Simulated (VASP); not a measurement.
**MnO under changes of volume**

One of the cells (11.219 Å³/atom); the others are scaled copies at fixed shape and fractional positions:

```
CELL_PARAMETERS angstrom
0.00000 2.23864 2.23864
2.23864 0.00000 2.23864
2.23864 2.23864 0.00000
ATOMIC_POSITIONS crystal
Mn 0.00000 0.00000 0.00000
O 0.50000 0.50000 0.50000
```

The cell is a database's computed one.

| Quantity | Value |
| --- | --- |
| Program | VASP 6.6.1 |
| Functional | PBE |
| Potentials or basis | VASP PAW PBE potentials, release 64 (Mn_pv, O) |
| Cutoff | 520 eV |
| k mesh | 10 × 10 × 10 |
| Occupations | fermi-dirac, width 0.05 eV |
| Spin | collinear spin, ferromagnetic start |
| Starting moments | [4.0, 0.0] μB |

```tsv
volume (Å³/atom)	energy over the lowest point (meV/atom)	pressure (GPa)	moment (μB per cell)
10.339	15.27	6.9	4.58
10.559	7.29	4.4	4.65
10.779	1.85	2.6	4.74
11.219	0.00	-2.4	4.81
11.439	4.45	-4.4	4.85
11.659	?	?	?
```

Task: What does the run at 11.659 Å³/atom give?

Result: Energy over the lowest point 11.33 meV/atom; pressure -6.1 GPa; moment 4.89 μB per cell.

Worked out: A Birch-Murnaghan fit of order 3 (a polynomial in V^(-2/3)) to the other rows has its minimum at 11.06 Å³/atom with B0 = V·E''(V) = 126 GPa (rough, since the energies scatter). It gives 12.72 meV/atom at 11.659 Å³/atom, against the run's 11.33, and -dE/dV = -7.5 GPa, against -6.1. A parabola through the other rows of the moment, of slope 0.0203 μB per Å³/atom there, extrapolates to 4.86 μB, against the run's 4.89.

Energies are extrapolated to zero smearing.

Caveats: a cell with one magnetic atom can't hold antiferromagnetic order, which such compounds often take.
